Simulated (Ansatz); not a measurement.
# Dielectric response of BN (110) films, part 3 of 7

How well do thin zincblende BN (110) films screen a perpendicular field?

Ansatz 0.2.0; plane-wave DFT, PBE, Ansatz PAW (the session's first sound run).

So far. Step 8 (Relaxing in the field, 10 atoms, field -0.05 V/Å): The dipole is -0.0165 e·Å, and the gap on the mesh 2.244 eV.

## (9) Response with the atoms relaxed, 10 atoms, units 5

This step: plane-wave DFT, PBE, Ansatz PAW; response to a field along the normal, atoms relaxed (Ansatz 0.2.0).

The two relaxed runs give the static response.

Numbers from this step:

```yaml
equivalent_conductor_thickness_p_eps_0ae: 6.461 Å
```

Local field over the applied field, running mean. From the potentials at -0.05 and 0.05 V/Å; running mean over 1.278 Å, taken twice. Table of local field over applied field by z:

z (Å), local field over applied field and a bar:
```
      4.5      1.000 ##############################
      5.0      0.999 ##############################
      5.5      0.997 ##############################
      6.0      0.989 ##############################
      6.5      0.968 #############################
      7.0      0.904 ###########################
      7.5      0.754 #######################
      8.0      0.572 #################
      8.5      0.392 ############
      9.0      0.229 #######
      9.5      0.068 ##
     10.0      0.012 
     10.5      0.053 #
     11.0      0.121 ###
     11.5      0.150 ####
     12.0      0.130 ####
     12.5      0.072 ##
     13.0      0.011 
     13.5      0.047 #
     14.0      0.188 #####
     14.5      0.358 ###########
     15.0      0.529 ################
     15.5      0.714 #####################
     16.0      0.878 ##########################
     16.5      0.959 #############################
     17.0      0.986 ##############################
     17.5      0.996 ##############################
     18.0      0.999 ##############################
     18.5      1.000 ##############################
     19.0      1.000 ##############################
```

The induced dipole is that of a conductor 6.46 Å thick.

## (10) Relaxation, 12 atoms, units 6

This step: plane-wave DFT, PBE, Ansatz PAW (Ansatz 0.2.0).

System of this step: BN (110), 6 units. The cell holds 12 atoms: 6 B and 6 N. Its edges and angles: a = 2.556 Å, b = 3.615 Å, c = 24.390 Å, α = 90.0°, β = 90.0°, γ = 90.0°. It derives from BN (zincblende BN). Vacuum lies along c.

The next thickness, treated alike, so that differences show the interior and the faces cancel.

Input file input.yaml:

```yaml
crystal:
  lattice:
    - [2.55619101, 0.0, 0.0]
    - [0.0, 3.615, 0.0]
    - [0.0, 0.0, 24.390477535]
  atoms:
    - { symbol: B, position: [0.5, 0.5, 0.3689964654] }
    - { symbol: "N", position: [0.0, 0.75, 0.3689964654] }
    - { symbol: B, position: [0.0, 0.0, 0.4213978792] }
    - { symbol: "N", position: [0.5, 0.25, 0.4213978792] }
    - { symbol: B, position: [0.5, 0.5, 0.4737992931] }
    - { symbol: "N", position: [0.0, 0.75, 0.4737992931] }
    - { symbol: B, position: [0.0, 0.0, 0.5262007069] }
    - { symbol: "N", position: [0.5, 0.25, 0.5262007069] }
    - { symbol: B, position: [0.5, 0.5, 0.5786021208] }
    - { symbol: "N", position: [0.0, 0.75, 0.5786021208] }
    - { symbol: B, position: [0.0, 0.0, 0.6310035346] }
    - { symbol: "N", position: [0.5, 0.25, 0.6310035346] }
kpoints:
  mp_grid: { grid: [10, 8, 1] }
hamiltonian:
  xc: pbe
scf:
  occupations: { method: fixed }
  convergence: { dr2_threshold: 1.0e-09 }
efield:
  axis: 3
  dipole_correction: true
  ramp_position: 0.97
  ramp_width: 0.06
relax:
  f_tol: 0.003
  max_steps: 100
output:
  write_potential: true
  write_density: true
  volumetric_format: npy
```

On the command line:

```bash
> ansatz run input.yaml --threads 4 --pin off --max-ram 16384MiB --backend cpu --events-out ev --progress --plain --runs-dir out
```

Numbers of over 12 decimals in the logs are rounded to 6 here.

Log:

```text
[...]
Crystal: 12 atoms, lattice volume = 225.383 Å³
Basis set: ecut = 420 eV, 4433 PW (Γ), exchange–correlation on 36×50×360 points (8 copies of the dense FFT grid, shifted against one another)
Bands: 36, of which v1, the nominal top of the filled ones, is band 24 counted from 1 (23 counted from 0)
Symmetry: 2 space group operations
[...]
- { symbol: B, position: [-7.273231571773293e-19, -0.00463236, 0.525616] }
    - { symbol: N, position: [0.5, 0.244317, 0.526128] }
    - { symbol: B, position: [0.5, 0.496513, 0.581255] }
    - { symbol: N, position: [-1.6995901864580918e-18, 0.739175, 0.580197] }
    - { symbol: B, position: [7.1140092651203e-18, 0.045309, 0.622428] }
    - { symbol: N, position: [0.5, 0.229318, 0.631371] }
[key lines of the parts left out:]
SCF converged after 6 iterations
Free energy (F): -3250.453101 eV
Fermi energy:    -0.935145 eV
Dipole field:    D = -0.000002 V/Å  (p = -0.000002 e·Å, saw-weighted, corrected)
Work function:   Φ+ = 6.5814 eV   Φ− = 6.5814 eV
```

The job ended after 30 s (4 threads of Arm Neoverse V2, shared host; peak memory 0.58 GiB).

Step by step:

| step | energy less that of the first step (eV) | largest force component (eV/Å) |
| --- | --- | --- |
| 1 | 0.0000 | 4.9385 |
| 2 | -1.7072 | 2.5541 |
| 3 | -1.9607 | 0.9999 |
| 4 | -2.1102 | 0.2213 |
| 5 | -2.1203 | 0.0647 |
| 6 | -2.1205 | 0.0387 |
| 7 | -2.1206 | 0.0022 |

The run keeps the 2 symmetry operations that it works with, so distortions that break them were not tested.

The atoms that moved most (Å):

```
atom     dx      dy      dz  length
  B1  0.000   0.164   0.209   0.266
 B11  0.000   0.164  -0.209   0.266
 N12  0.000  -0.075   0.009   0.075
  N2  0.000  -0.075  -0.009   0.075
  B3  0.000  -0.013  -0.065   0.066
  B9  0.000  -0.013   0.065   0.066
 N10  0.000  -0.039   0.039   0.055
  N4  0.000  -0.039  -0.039   0.055
```

Final coordinates:

```xyz
12
Lattice="2.5562 0.0000 0.0000 0.0000 3.6150 0.0000 0.0000 0.0000 24.3905" Properties=species:S:1:pos:R:3
B     1.2781    1.9713    9.2092
N     0.0000    2.6365    8.9910
B     0.0000   -0.0126   10.2134
N     1.2781    0.8646   10.2392
B     1.2781    1.7908   11.5704
N     0.0000    2.6907   11.5580
B     0.0000   -0.0167   12.8200
N     1.2781    0.8832   12.8325
B     1.2781    1.7949   14.1771
N     0.0000    2.6721   14.1513
B     0.0000    0.1638   15.1813
N     1.2781    0.8290   15.3994
```

The relaxation took 7 steps and lowered the energy by 2.1 eV; the largest force on the free atoms ends at 0.0022 eV/Å.

The gap is 2.45 eV, with the valence edge 6.58 eV and the conduction edge 4.13 eV under the upper vacuum level.

## (11) Single point on the relaxed film, 12 atoms, units 6

The next thickness, treated alike, so that differences show the interior and the faces cancel.

Input file input.yaml:

```yaml
crystal:
  lattice:
    - [2.55619101, 0.0, 0.0]
    - [0.0, 3.615, 0.0]
    - [0.0, 0.0, 24.390477535]
  atoms:
    - { symbol: B, position: [0.5, 0.5453095828, 0.3775720549] }
    - { symbol: "N", position: [0.0, 0.7293178592, 0.3686293315] }
    - { symbol: B, position: [0.0, -0.003487305, 0.4187452237] }
    - { symbol: "N", position: [0.5, 0.2391752911, 0.4198032608] }
    - { symbol: B, position: [0.5, 0.495367652, 0.474383849] }
    - { symbol: "N", position: [0.0, 0.7443171017, 0.4738721237] }
    - { symbol: B, position: [0.0, -0.0046323588, 0.5256161453] }
    - { symbol: "N", position: [0.5, 0.244317091, 0.5261278849] }
    - { symbol: B, position: [0.5, 0.4965126178, 0.581254768] }
    - { symbol: "N", position: [0.0, 0.7391752223, 0.5801967461] }
    - { symbol: B, position: [0.0, 0.0453094925, 0.6224279425] }
    - { symbol: "N", position: [0.5, 0.2293177533, 0.6313706696] }
kpoints:
  mp_grid: { grid: [10, 8, 1] }
hamiltonian:
  xc: pbe
scf:
  occupations: { method: fixed }
  convergence: { dr2_threshold: 1.0e-09 }
efield:
  axis: 3
  dipole_correction: true
  ramp_position: 0.97
  ramp_width: 0.06
output:
  eigenvalues: true
  write_potential: true
  write_density: true
  volumetric_format: npy
  elf: true
```

Log:

```text
[...]
Crystal: 12 atoms, lattice volume = 225.383 Å³
Basis set: ecut = 420 eV, 4433 PW (Γ)
Bands: 36, of which v1, the nominal top of the filled ones, is band 24 counted from 1 (23 counted from 0)
Symmetry: 2 space group operations
k-points: 30 of 80 (time reversal used)
[...]
k-point 1: bands = [... 20 lower, -2.4166, -1.8816, -1.2080, -1.1483, 3.7216, 4.1448, 4.7462, 5.3146, ... 8 higher]
  k-point 2: bands = [... 20 lower, -2.8291, -2.5210, -1.4397, -1.0762, 3.8086, 4.0410, 5.0413, 5.8123, ... 8 higher]
  k-point 29: bands = [... 20 lower, -3.7180, -3.7179, -1.1669, -1.1669, 3.0901, 3.0901, 7.8505, 7.8505, ... 8 higher]
[key lines of the parts left out:]
SCF converged after 9 iterations
Free energy (F): -3250.453098 eV
Fermi energy:    -0.935089 eV
Dipole field:    D = -0.000011 V/Å  (p = -0.000014 e·Å, saw-weighted, corrected)
Work function:   Φ+ = 6.5815 eV   Φ− = 6.5812 eV
```

It took 7.2 s on 4 threads; peak memory 0.62 GiB; 28 s of CPU time.

The gap is 2.45 eV, with the valence edge 6.58 eV and the conduction edge 4.13 eV under the upper vacuum level.

## (12) Single point, 12 atoms, units 6, field 0.05 V/Å

Edit input.yaml of step 11 so:

```diff
@@ -24,3 +24,3 @@
   occupations: { method: fixed }
-  convergence: { dr2_threshold: 1.0e-09 }
+  convergence: { dr2_threshold: 1.0e-10 }
 efield:
@@ -30,4 +30,4 @@
   ramp_width: 0.06
+  amplitude: 0.05
 output:
-  eigenvalues: true
   write_potential: true
@@ -35,2 +35 @@
   volumetric_format: npy
-  elf: true
```

Log:

```text
[...]
Crystal: 12 atoms, lattice volume = 225.383 Å³
Basis set: ecut = 420 eV, 4433 PW (Γ)
Bands: 36, of which v1, the nominal top of the filled ones, is band 24 counted from 1 (23 counted from 0)
Symmetry: 2 space group operations
k-points: 30 of 80 (time reversal used)
[...]
k-point 0: bands = [... 20 lower, -2.2624, -1.6260, -1.4532, -0.9341, 3.6560, 4.1546, 4.7031, 5.1480, ... 8 higher]
  k-point 1: bands = [... 20 lower, -2.4166, -1.8813, -1.2158, -1.1405, 3.7206, 4.1421, 4.7393, 5.3049, ... 8 higher]
  k-point 2: bands = [... 20 lower, -2.8289, -2.5207, -1.4414, -1.0746, 3.8050, 4.0435, 5.0366, 5.7943, ... 8 higher]
  k-point 29: bands = [... 20 lower, -3.7303, -3.7054, -1.1959, -1.1380, 3.0596, 3.1204, 7.8403, 7.8604, ... 8 higher]
[key lines of the parts left out:]
SCF converged after 13 iterations
Free energy (F): -3250.453538 eV
Fermi energy:    -0.934104 eV
Dipole field:    D = 0.014105 V/Å  (p = 0.017569 e·Å, saw-weighted, corrected)
```

Run time: 8.6 s. Hardware: 4 threads; peak memory 0.6 GiB.

The dipole is 0.0176 e·Å, and the gap on the mesh 2.423 eV.

## (13) Atoms held, 12 atoms, units 6, field -0.05 V/Å

Edit input.yaml of step 12 so:

```diff
@@ -30,3 +30,3 @@
   ramp_width: 0.06
-  amplitude: 0.05
+  amplitude: -0.05
 output:
```

Log:

```text
[...]
Crystal: 12 atoms, lattice volume = 225.383 Å³
Basis set: ecut = 420 eV, 4433 PW (Γ)
Bands: 36, of which v1, the nominal top of the filled ones, is band 24 counted from 1 (23 counted from 0)
Symmetry: 2 space group operations
k-points: 30 of 80 (time reversal used)
[...]
k-point 0: bands = [... 20 lower, -2.2624, -1.6260, -1.4532, -0.9341, 3.6560, 4.1546, 4.7031, 5.1479, ... 8 higher]
  k-point 1: bands = [... 20 lower, -2.4166, -1.8813, -1.2158, -1.1405, 3.7206, 4.1421, 4.7393, 5.3048, ... 8 higher]
  k-point 2: bands = [... 20 lower, -2.8289, -2.5207, -1.4414, -1.0746, 3.8050, 4.0435, 5.0366, 5.7943, ... 8 higher]
  k-point 29: bands = [... 20 lower, -3.7303, -3.7053, -1.1959, -1.1380, 3.0597, 3.1204, 7.8403, 7.8605, ... 8 higher]
[key lines of the parts left out:]
SCF converged after 12 iterations
Free energy (F): -3250.453538 eV
Fermi energy:    -0.934102 eV
Dipole field:    D = -0.014106 V/Å  (p = -0.017570 e·Å, saw-weighted, corrected)
```

The job ended after 8.2 s (4 threads; peak memory 0.6 GiB; 32 s of CPU time).

The dipole is -0.0176 e·Å, and the gap on the mesh 2.423 eV.

## (14) Response with the atoms held, 12 atoms, units 6

This step: plane-wave DFT, PBE, Ansatz PAW; response to a field along the normal, atoms held (Ansatz 0.2.0).

Local field over the applied field, running mean. From the potentials at -0.05 and 0.05 V/Å; running mean over 1.278 Å, taken twice. Table of local field over applied field by z:

z (Å), local field over applied field and a bar from the least value:
```
      4.5      1.000 ##############################
      5.0      0.999 ##############################
      5.5      0.997 ##############################
      6.0      0.990 ##############################
      6.5      0.969 #############################
      7.0      0.914 ###########################
      7.5      0.797 #######################
      8.0      0.615 ################
      8.5      0.407 #########
      9.0      0.247 ###
      9.5      0.173 
     10.0      0.169 
     10.5      0.184 #
     11.0      0.192 #
     11.5      0.191 #
     12.0      0.188 #
     12.5      0.188 #
     13.0      0.191 #
     13.5      0.191 #
     14.0      0.181 #
     14.5      0.166 
     15.0      0.182 #
     15.5      0.275 ####
     16.0      0.451 ##########
     16.5      0.659 ##################
     17.0      0.829 ########################
     17.5      0.930 ############################
     18.0      0.975 #############################
     18.5      0.992 ##############################
     19.0      0.998 ##############################
     19.5      0.999 ##############################
     20.0      1.000 ##############################
```

The induced dipole is that of a conductor 6.88 Å thick.

## (15) Relaxing the film, 16 atoms, units 8

This step: plane-wave DFT, PBE, Ansatz PAW (Ansatz 0.2.0).

System of this step: BN (110), 8 units. The cell holds 16 atoms: 8 B and 8 N. Cell: a = 2.556 Å, b = 3.615 Å, c = 26.947 Å, α = 90.0°, β = 90.0°, γ = 90.0°. It derives from BN (zincblende BN). Vacuum lies along c.

The next thickness, treated alike, so that differences show the interior and the faces cancel.

Input file input.yaml:

```yaml
crystal:
  lattice:
    - [2.55619101, 0.0, 0.0]
    - [0.0, 3.615, 0.0]
    - [0.0, 0.0, 26.946668549]
  atoms:
    - { symbol: B, position: [0.5, 0.5, 0.3339930494] }
    - { symbol: "N", position: [0.0, 0.75, 0.3339930494] }
    - { symbol: B, position: [0.0, 0.0, 0.3814236067] }
    - { symbol: "N", position: [0.5, 0.25, 0.3814236067] }
    - { symbol: B, position: [0.5, 0.5, 0.428854164] }
    - { symbol: "N", position: [0.0, 0.75, 0.428854164] }
    - { symbol: B, position: [0.0, 0.0, 0.4762847213] }
    - { symbol: "N", position: [0.5, 0.25, 0.4762847213] }
    - { symbol: B, position: [0.5, 0.5, 0.5237152787] }
    - { symbol: "N", position: [0.0, 0.75, 0.5237152787] }
    - { symbol: B, position: [0.0, 0.0, 0.571145836] }
    - { symbol: "N", position: [0.5, 0.25, 0.571145836] }
    - { symbol: B, position: [0.5, 0.5, 0.6185763933] }
    - { symbol: "N", position: [0.0, 0.75, 0.6185763933] }
    - { symbol: B, position: [0.0, 0.0, 0.6660069506] }
    - { symbol: "N", position: [0.5, 0.25, 0.6660069506] }
kpoints:
  mp_grid: { grid: [10, 8, 1] }
hamiltonian:
  xc: pbe
scf:
  occupations: { method: fixed }
  convergence: { dr2_threshold: 1.0e-09 }
efield:
  axis: 3
  dipole_correction: true
  ramp_position: 0.97
  ramp_width: 0.06
relax:
  f_tol: 0.003
  max_steps: 100
output:
  write_potential: true
  write_density: true
  volumetric_format: npy
```

Log:

```text
[...]
Crystal: 16 atoms, lattice volume = 249.004 Å³
Basis set: ecut = 420 eV, 4891 PW (Γ), exchange–correlation on 36×50×384 points (8 copies of the dense FFT grid, shifted against one another)
Bands: 48, of which v1, the nominal top of the filled ones, is band 32 counted from 1 (31 counted from 0)
Symmetry: 2 space group operations
[...]
- { symbol: B, position: [-7.150310475693141e-19, -0.00279829, 0.570910] }
    - { symbol: N, position: [0.5, 0.246265, 0.571307] }
    - { symbol: B, position: [0.5, 0.497836, 0.621058] }
    - { symbol: N, position: [3.818559736156214e-19, 0.740786, 0.620139] }
    - { symbol: B, position: [-1.4863815179761105e-18, 0.046920, 0.658442] }
    - { symbol: N, position: [0.5, 0.230887, 0.666534] }
[key lines of the parts left out:]
SCF converged after 7 iterations
Free energy (F): -4334.995159 eV
Fermi energy:    0.203643 eV
Dipole field:    D = 0.000000 V/Å  (p = 0.000000 e·Å, saw-weighted, corrected)
Work function:   Φ+ = 6.6373 eV   Φ− = 6.6373 eV
```

Run time: 47 s. Hardware: 4 threads; peak memory 0.74 GiB; 3.1 min of CPU time.

The steps of the relaxation:

```csv
step,energy less that of the first step (eV),largest force component (eV/Å)
1,0.0000,4.9477
2,-1.7108,2.5469
3,-1.8264,1.1235
4,-2.1035,0.3519
5,-2.1164,0.0394
6,-2.1165,0.0339
7,-2.1166,0.0011
```

The run keeps the 2 symmetry operations that it works with, so distortions that break them were not tested.

The atoms that moved most (Å):

```
atom     dx      dy      dz  length
  B1  0.000   0.170   0.204   0.265
 B15  0.000   0.170  -0.204   0.265
 N16  0.000  -0.069   0.014   0.071
  N2  0.000  -0.069  -0.014   0.071
  B3  0.000  -0.008  -0.067   0.067
 B13  0.000  -0.008   0.067   0.067
 N14  0.000  -0.033   0.042   0.054
  N4  0.000  -0.033  -0.042   0.054
```

Final coordinates:

```xyz
16
Lattice="2.5562 0.0000 0.0000 0.0000 3.6150 0.0000 0.0000 0.0000 26.9467" Properties=species:S:1:pos:R:3
B     1.2781    1.9771    9.2038
N     0.0000    2.6422    8.9858
B     0.0000   -0.0078   10.2112
N     1.2781    0.8704   10.2360
B     1.2781    1.7974   11.5625
N     0.0000    2.6977   11.5519
B     0.0000   -0.0179   12.8283
N     1.2781    0.8858   12.8294
B     1.2781    1.7896   14.1184
N     0.0000    2.6933   14.1172
B     0.0000   -0.0101   15.3841
N     1.2781    0.8902   15.3948
B     1.2781    1.7997   16.7354
N     0.0000    2.6779   16.7107
B     0.0000    0.1696   17.7428
N     1.2781    0.8347   17.9609
```

The relaxation took 7 steps and lowered the energy by 2.1 eV; the largest force on the free atoms ends at 0.0011 eV/Å.

The gap is 2.48 eV, with the valence edge 6.64 eV and the conduction edge 4.16 eV under the upper vacuum level.

## (16) The relaxed film, single point, 16 atoms, units 8

The next thickness, treated alike, so that differences show the interior and the faces cancel.

Input file input.yaml:

```yaml
crystal:
  lattice:
    - [2.55619101, 0.0, 0.0]
    - [0.0, 3.615, 0.0]
    - [0.0, 0.0, 26.946668549]
  atoms:
    - { symbol: B, position: [0.5, 0.5469200033, 0.3415575616] }
    - { symbol: "N", position: [0.0, 0.7308873613, 0.3334655765] }
    - { symbol: B, position: [0.0, -0.0021634924, 0.3789424919] }
    - { symbol: "N", position: [0.5, 0.2407856877, 0.3798611997] }
    - { symbol: B, position: [0.5, 0.4972017099, 0.4290897087] }
    - { symbol: "N", position: [0.0, 0.7462652473, 0.4286932315] }
    - { symbol: B, position: [0.0, -0.0049445939, 0.476063149] }
    - { symbol: "N", position: [0.5, 0.2450481016, 0.4761051139] }
    - { symbol: B, position: [0.5, 0.4950554016, 0.5239368512] }
    - { symbol: "N", position: [0.0, 0.7450481024, 0.5238948864] }
    - { symbol: B, position: [0.0, -0.0027982908, 0.5709102915] }
    - { symbol: "N", position: [0.5, 0.2462652398, 0.5713067688] }
    - { symbol: B, position: [0.5, 0.4978364959, 0.6210575078] }
    - { symbol: "N", position: [0.0, 0.7407856812, 0.6201388002] }
    - { symbol: B, position: [0.0, 0.0469199948, 0.6584424381] }
    - { symbol: "N", position: [0.5, 0.2308873501, 0.6665344231] }
kpoints:
  mp_grid: { grid: [10, 8, 1] }
hamiltonian:
  xc: pbe
scf:
  occupations: { method: fixed }
  convergence: { dr2_threshold: 1.0e-09 }
efield:
  axis: 3
  dipole_correction: true
  ramp_position: 0.97
  ramp_width: 0.06
output:
  eigenvalues: true
  write_potential: true
  write_density: true
  volumetric_format: npy
```

Log:

```text
[...]
Crystal: 16 atoms, lattice volume = 249.004 Å³
Basis set: ecut = 420 eV, 4891 PW (Γ)
Bands: 48, of which v1, the nominal top of the filled ones, is band 32 counted from 1 (31 counted from 0)
Symmetry: 2 space group operations
k-points: 30 of 80 (time reversal used)
[...]
k-point 1: bands = [... 28 lower, -0.9027, -0.5925, 0.0154, 0.1046, 4.7832, 5.2836, 5.7753, 6.1942, ... 12 higher]
  k-point 2: bands = [... 28 lower, -1.3635, -1.2863, -0.1258, 0.0434, 4.9564, 5.1849, 5.9936, 6.6949, ... 12 higher]
  k-point 29: bands = [... 28 lower, -2.3693, -2.3692, 0.0351, 0.0351, 4.2655, 4.2656, 9.0037, 9.0037, ... 12 higher]
[key lines of the parts left out:]
SCF converged after 9 iterations
Free energy (F): -4334.995098 eV
Fermi energy:    0.203722 eV
Dipole field:    D = 0.000003 V/Å  (p = 0.000003 e·Å, saw-weighted, corrected)
Work function:   Φ+ = 6.6371 eV   Φ− = 6.6371 eV
```

The job ended after 12 s (4 threads; peak memory 0.79 GiB; 48 s of CPU time).

The gap is 2.48 eV, with the valence edge 6.64 eV and the conduction edge 4.16 eV under the upper vacuum level.

[end of part 3 of 7]

[Logs are printed without paths, hosts, clocks, repeated set-up lines and the standing remarks that a program may print on its own settings, such as how far it seeks lower states.]

[Hosts, paths, dates, database ids (printed as entryN), source tags and the programs' standing remarks are cut or masked in the printed files.]

[Maps of the electrostatic potential energy from Ansatz leave out the sawtooth potential of an applied field or a dipole correction, so their vacuum need not be flat; planar profiles and work functions include it.]
